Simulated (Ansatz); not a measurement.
PbS, 2 atoms in the cell. The structure is trigonal, space group R3m (No. 160). The conventional cell has a = 4.225 Å, b = 4.225 Å, c = 10.356 Å, α = 90.00°, β = 90.00°, γ = 120.00°. Around Pb (site symmetry 3m) lie 6 S at 2.96 to 3.02 Å. S (site symmetry 3m) has 6 Pb at 2.96 to 3.02 Å as nearest neighbours. The cell is a database's computed one.

- Program: Ansatz 0.2.0
- Task: band structure
- Functional: PBEsol
- Potentials or basis: Ansatz PAW
- Cutoff: 420 eV (not typed: the program's choice for these potentials)
- k mesh: 8 × 8 × 8
- Occupations: fermi-dirac, width 0.05 eV
- Spin: no spin polarisation
- Path: [["G", "L", "B1"], ["B", "Z", "G", "X"], ["Q", "F", "P1", "Z"], ["L", "P"]]
- Points for each segment of the path: 14

Potentials or basis: Ansatz PAW.

The run is started by

```console
$ ansatz run input.yaml --threads 2 --pin off --max-ram 5632MiB --backend cpu --events-out ev --progress --plain --runs-dir out
```

Hardware: 2 threads of Arm Neoverse V1, on a shared host.

Question: How long does it take, and how much memory?

Answer: It took 8.6 s on 2 threads of Arm Neoverse V1, on a shared host, peak memory 0.36 GiB. Counts: scf iterations 7, plane waves 1037, k points 65, bands 16.
